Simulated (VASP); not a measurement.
# HCl (Fmmm) in VASP: single point with LDA

Aim: the single point of HCl with LDA.

All numbers are computed with VASP 6.6.1; they aren't measurements. Logs are shortened: lines on timing, memory, paths and dates and some standing lists are left out, and cuts for length are marked.

## 1. The structure

It takes space group Fmmm (No. 69, orthorhombic). The conventional cell has a = 5.030 Å, b = 5.350 Å, c = 5.710 Å, α = 90.00°, β = 90.00°, γ = 90.00°. H (site symmetry mmm) has 6 Cl at 2.52 to 2.85 Å as nearest neighbours. Cl (site symmetry mmm) has 6 H at 2.52 to 2.85 Å as nearest neighbours.

## 2. Single point, LDA

INCAR reads:

```
SYSTEM = HCl
  PREC = Accurate
  ENCUT = 520
  EDIFF = 1E-7
  ISMEAR = 0
  SIGMA = 0.15
  LREAL = .FALSE.
  LASPH = .TRUE.
  NELM = 100
  ALGO = Fast
  ISIF = 2
  LWAVE = .FALSE.
  LCHARG = .FALSE.
  GGA = CA
  NBANDS = 11
```

KPOINTS reads:

```
regular mesh
0
G
  16 16 16
  0 0 0
```

POSCAR reads:

```
HCl
1.0
    0.0000000000      2.6750000000      2.8550000000
    2.5150000000      0.0000000000      2.8550000000
    2.5150000000      2.6750000000      0.0000000000
H Cl
1 1
Direct
    0.0000000000      0.0000000000      0.0000000000
    0.5000000000      0.5000000000      0.5000000000
```

Potentials or basis: VASP PAW LDA potentials, release 64 (H, Cl).

Launch:

```console
> cat potpaw_LDA.64/H/POTCAR potpaw_LDA.64/Cl/POTCAR > POTCAR
> mpirun -np 1 vasp_std > vasp.out
```

OUTCAR:

```text
SYSTEM = HCl
   PREC = Accurate
   ENCUT = 520
   EDIFF = 1E-7
   ISMEAR = 0
   LREAL = .FALSE.
   LASPH = .TRUE.
   NELM = 100
   ISIF = 2
   GGA = CA

 ion  position               nearest neighbor table
   1  0.000  0.000  0.000-
   2  0.500  0.500  0.500-

  LATTYP: Found a face centered orthorhombic cell.
 ALAT       =     5.0300000000
 B/A-ratio  =     1.0636182903
 C/A-ratio  =     1.1351888668

  Lattice vectors:

 A1 = (   0.0000000000,   2.6750000000,   2.8550000000)
 A2 = (   2.5150000000,   0.0000000000,   2.8550000000)
 A3 = (   2.5150000000,   2.6750000000,   0.0000000000)

Analysis of symmetry for initial positions (statically):
=====================================================================
 Subroutine PRICEL returns:
 Original cell was already a primitive cell.

 Routine SETGRP: Setting up the symmetry group for a
 face centered orthorhombic supercell.

 Subroutine GETGRP returns: Found  8 space group operations
 (whereof  8 operations were pure point group operations)
 out of a pool of  8 trial point group operations.

The static configuration has the point symmetry D_2h.

Analysis of symmetry for dynamics (positions and initial velocities):
=====================================================================
 Subroutine PRICEL returns:
 Original cell was already a primitive cell.

 Routine SETGRP: Setting up the symmetry group for a
 face centered orthorhombic supercell.

 Subroutine GETGRP returns: Found  8 space group operations
 (whereof  8 operations were pure point group operations)
 out of a pool of  8 trial point group operations.

The dynamic configuration has the point symmetry D_2h.

 Subroutine INISYM returns: Found  8 space group operations
 (whereof  8 operations are pure point group operations),
 and found     1 'primitive' translations

----------------------------------------------------------------------------------------

                                     Primitive cell

  volume of cell :      38.4147

  direct lattice vectors                    reciprocal lattice vectors
     0.000000000  2.675000000  2.855000000    -0.198807157  0.186915888  0.175131349
     2.515000000  0.000000000  2.855000000     0.198807157 -0.186915888  0.175131349
     2.515000000  2.675000000  0.000000000     0.198807157  0.186915888 -0.175131349

  length of vectors
     3.912371404  3.804766747  3.671627704     0.324241922  0.324241922  0.324241922

  position of ions in fractional coordinates (direct lattice)
     0.000000000  0.000000000  0.000000000
[... 88 lines left out ...]
   PSTRESS=    0.0 pullay stress
   NELECT =       8.0000    total number of electrons
   NUPDOWN=      -1.0000    fix difference up-down
   EMIN   =  10.00;   EMAX   =-10.00  energy-range for DOS
   EFERMI =   0.00;   METHOD = LEGACY
   ISMEAR =     0;   SIGMA  =   0.15  broadening in eV -4-tet -1-fermi 0-gaus
   EFERMI_NEDOS =   21; number of points for ismear=-14 and -15
   IALGO  =     68    algorithm
   IMIX   =      4    mixing-type and parameters
     AMIX     =   0.40;   BMIX     =  1.00
     AMIX_MAG =   1.60;   BMIX_MAG =  1.00
  volume/ion in A,a.u.               =      19.21       129.62
  Fermi-wavevector in a.u.,A,eV,Ry     =   0.970373  1.833740 12.811579  0.941624
  Thomas-Fermi vector in A             =   2.100503
   LORBIT       =      0    0 simple, 1 ext, 2 COOP (PROOUT), +10 PAW based schemes
   GGA     = CA    functional components
   LHFCALC =     F    Hartree Fock is set to
   AEXX    =    0.0000 exact exchange contribution
   IVDW    =     0    specifies the selected vdW correction
   LEPSILON=     F    determine dielectric tensor
   LRPA    =     F    only Hartree local field effects (RPA)
 non-spin polarized calculation
 RMM-DIIS sequential band-by-band and
 Gauss-broadening in eV      SIGMA  =   0.15
  energy-cutoff  :      520.00
  volume of cell :       38.41
 maximum number of plane-waves:      1056
 NGX is ok and might be reduce to    30
   NGX = 15   NGY = 15   NGZ = 13

 number of electron       7.9999999 magnetization

 Free energy of the ion-electron system (eV)
  ---------------------------------------------------
  ext. energy  EPLUGINS =         0.00000000
  ---------------------------------------------------
  free energy    TOTEN  =        -3.76178077 eV

  energy without entropy =       -3.75900756  energy(sigma->0) =       -3.76039416

 E-fermi :  -1.8400     XC(G=0):  -8.2949

 val. band max:       -1.8667976078   @ k =  -0.0625   0.4375   0.5000
 cond. band min:      -1.8343097913   @ k =   0.0000   0.4375   0.4375
 fundamental gap:      0.0324878165
 Fermi energy:        -1.8400151811

 k-point     1 :       0.0000    0.0000    0.0000
  band No.  band energies     occupation
      1     -15.1343      2.00000
      2      -2.1349      1.99458
      3      -1.9908      1.84490
      4      -1.9533      1.71463
      5      -1.9028      1.44587
      6       9.2779      0.00000
      7      10.1156      0.00000
      8      10.6435      0.00000
      9      11.0993      0.00000
     10      12.6318      0.00000
     11      13.6806      0.00000
[... 309 lines left out ...]
 k-point    24 :      -0.0625    0.0625    0.0000
  band No.  band energies     occupation
      1     -15.0858      2.00000
      2      -3.0855      2.00000
      3      -2.0200      1.91030
      4      -1.9569      1.72935
      5      -1.0057      0.00000
      6       9.1261      0.00000
      7      10.0656      0.00000
      8      10.2931      0.00000
      9      11.0478      0.00000
     10      12.1049      0.00000
     11      12.9563      0.00000

 [... further k-points ...]

------------------------ aborting loop because EDIFF is reached ----------------------------------------

  FORCE on cell =-STRESS in cart. coord.  units (eV):
  Direction    XX          YY          ZZ          XY          YZ          ZX
  --------------------------------------------------------------------------------------
  -------------------------------------------------------------------------------------
  Total       -4.1092510     -2.7080156     -1.7724344      0.0000000      0.0000000      0.0000000
  in kB     -171.3860101   -112.9441822    -73.9235574      0.0000000      0.0000000      0.0000000
  external PRESSURE =    -119.4179166 kB  Pullay stress =       0.0000000 kB

 VOLUME and BASIS-vectors are now :
 -----------------------------------------------------------------------------
  energy-cutoff  :      520.00
  volume of cell :       38.41
      direct lattice vectors                 reciprocal lattice vectors
     0.000000000  2.675000000  2.855000000    -0.198807157  0.186915888  0.175131349
     2.515000000  0.000000000  2.855000000     0.198807157 -0.186915888  0.175131349
     2.515000000  2.675000000  0.000000000     0.198807157  0.186915888 -0.175131349

 POSITION                                       TOTAL-FORCE (eV/Angst)
 -----------------------------------------------------------------------------------
      0.00000      0.00000      0.00000         0.000000      0.000000      0.000000
      2.51500      2.67500      2.85500        -0.000000      0.000000      0.000000
 -----------------------------------------------------------------------------------
    total drift:                                0.000000     -0.000000      0.000000

  FREE ENERGIE OF THE ION-ELECTRON SYSTEM (eV)
  ---------------------------------------------------
  free  energy   TOTEN  =        -3.7617807664 eV

  energy  without entropy=       -3.7590075568  energy(sigma->0) =       -3.76039416
```

OSZICAR:

```text
N       E                     dE             d eps       ncg     rms          rms(c)
DAV:   1     0.280413951665E+02    0.28041E+02   -0.31765E+03 13710   0.569E+02
[... 10 lines left out ...]
RMM:  12    -0.376453257747E+01   -0.11957E-02   -0.64625E-04 15542   0.149E-01    0.857E-01
RMM:  13    -0.376335322885E+01    0.11793E-02   -0.34149E-04 15047   0.102E-01    0.666E-01
RMM:  14    -0.376209538266E+01    0.12578E-02   -0.12371E-03 17396   0.191E-01    0.301E-01
RMM:  15    -0.376178355073E+01    0.31183E-03   -0.62795E-04 15361   0.141E-01    0.542E-02
RMM:  16    -0.376178072375E+01    0.28270E-05   -0.80747E-05 15981   0.564E-02    0.158E-02
RMM:  17    -0.376178062947E+01    0.94278E-07   -0.60319E-06 16960   0.193E-02    0.275E-03
RMM:  18    -0.376178079308E+01   -0.16361E-06   -0.85200E-07 17206   0.754E-03    0.312E-03
RMM:  19    -0.376178076644E+01    0.26644E-07   -0.20584E-07 15114   0.332E-03
   1 F= -.37617808E+01 E0= -.37603942E+01  d E =-.277321E-02
```

Wall time 5.2 min (1 thread of Intel Xeon Platinum 8259CL at 2.50GHz (Skylake/Cascade Lake), shared host); peak memory 0.33 GiB.

Results:

```yaml
Free_energy: -3.7618 eV
Pressure: -11.9 GPa
Band_gap_on_the_k_mesh: none (metal or under the smearing width)
```
